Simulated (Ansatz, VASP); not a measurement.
# SrO: VASP beside Ansatz

POSCAR

```
SrO
1.0
    0.0000000000      2.7825075351      2.7922805169
    2.7825075351      0.0000000000      2.7922805169
    2.7825075351      2.7825075351      0.0000000000
Sr O
1 1
Direct
    0.0000000000      0.0000000000      0.0000000000
    0.2500000000      0.2500000000      0.2500000000
```

INCAR.step1

```
PREC = Accurate
ENCUT = 520
ISMEAR = 0
SIGMA = 0.01
LREAL = False
LASPH = True
NELM = 60
NBANDS = 15
GGA = PE
ALGO = Normal
EDIFF = 1E-4
LWAVE = True
LCHARG = False
```

Contents of INCAR.step2:

```
PREC = Accurate
ENCUT = 520
EDIFF = 1E-7
ISMEAR = 0
SIGMA = 0.01
LREAL = False
LASPH = True
NELM = 60
ALGO = Normal
ISIF = 2
LWAVE = False
LCHARG = True
METAGGA = R2SCAN
LMIXTAU = True
LELF = True
LVHAR = True
NBANDS = 15
ISTART = 1
```

KPOINTS

```
regular mesh
0
Gamma
  8 8 8
```

Input for Ansatz:

```yaml
crystal:
  lattice:
    - [0.0, 2.7825075351, 2.7922805169]
    - [2.7825075351, 0.0, 2.7922805169]
    - [2.7825075351, 2.7825075351, 0.0]
  atoms:
    - { symbol: Sr, position: [0.0, 0.0, 0.0] }
    - { symbol: O, position: [0.25, 0.25, 0.25] }
kpoints:
  mp_grid: { grid: [8, 8, 8] }
  band_path:
    path:
      - [0.0, 0.0, 0.0]
      - [-0.5, -0.5, 0.0]
      - [-0.375, -0.375, 0.25]
      - [-0.375, 0.0, 0.375]
      - [0.0, 0.0, 0.5]
      - [-0.5, -0.25, 0.25]
    npoints: 1
hamiltonian:
  xc: r2scan
scf:
  occupations: { method: fixed }
  n_extra_bands: 4
output:
  forces: true
  stress: true
  eigenvalues: true
```

Change from the starting cell: biaxial_xy strain -0.3%.

Alike in both runs: task single point; functional r2SCAN; k mesh 8 × 8 × 8; no spin polarisation.

|  | VASP | Ansatz |
| --- | --- | --- |
| version | VASP 6.6.1 | Ansatz 0.2.0 |
| potentials or method | VASP PAW PBE potentials, release 64 (Sr_sv, O) | plane waves, PAW |
| plane-wave cutoff (eV) | 520 | 500 |
| occupations | gaussian, width 0.01 eV | fixed |
| valence electrons in the cell | 16 | 16 |

Ansatz gave:

```
gap on the k mesh at the Fermi level (eV) : 2.91
pressure (GPa)                            : 0.5
```

Task: Estimate VASP's values.

Result: gap on the k mesh at the Fermi level (eV): 2.92; pressure (GPa): 0.9.

Caveats: the PAW data sets were made with another functional, which shifts forces and pressure a little (VASP). A k mesh can miss the band edges.
